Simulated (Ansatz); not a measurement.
# HfO2: ¹⁷⁹Hf nuclear quadrupole resonance

Cell: a structure deposited in the COD, taken as it stands.

```cif
data_HfO2
_symmetry_space_group_name_H-M 'P2_1/c'
_symmetry_Int_Tables_number 14
_cell_length_a 5.1156
_cell_length_b 5.1722
_cell_length_c 5.2948
_cell_angle_alpha 90.000
_cell_angle_beta 99.180
_cell_angle_gamma 90.000
loop_
_atom_site_label
_atom_site_type_symbol
_atom_site_symmetry_multiplicity
_atom_site_Wyckoff_symbol
_atom_site_fract_x
_atom_site_fract_y
_atom_site_fract_z
Hf Hf 4 e 0.2759 0.0412 0.2078
O5 O 4 e 0.0730 0.3460 0.3320
O9 O 4 e 0.4460 0.7480 0.4880
```

One atom of each set is listed.

Computed with Ansatz: DFT, PBE, plane waves and PAW (field gradients read without the response of the frozen cores, which leaves them typically 4 to 6 % off), scalar-relativistic, 420 eV cutoff, Γ-centred 5×5×5 k-points, Fermi–Dirac smearing 0.02 eV.

¹⁷⁹Hf: I = 9/2, Q = 3793 mb (year-2017 value). Static lattice, zero field.

Q: At which frequencies do the ¹⁷⁹Hf NQR lines lie?

A: For I = 9/2 and η = 0 the lines are |C_Q|/24 times 1, 2, 3 and 4; η shifts the lowest up most. At large η the states mix, and weaker lines appear at sums of the main ones; lines under 5 % of the strongest are left out.

```csv
site,atoms,V_zz (10²¹ V/m²),C_Q (MHz),η,line frequencies (MHz)
Hf,4,14.99,1375,0.28,"88.8, 107.6, 169.2, 196.3, 227.6"
```

Q: And for ¹⁷⁷Hf (I = 7/2, Q = 3365 mb) on Hf?

A: C_Q scales with Q to 1220 MHz, with lines at 109.5, 167.9, 259.2 MHz.

At this cell the principal stresses reach 6 GPa in size with PBE, which can matter for small gradients. The largest force is 1.2 eV/Å, so the atoms aren't at the calculated equilibrium and relaxing them would move these values. Without spin–orbit coupling the gradients at and beside Hf can be off by some per cent, at some sites by more.
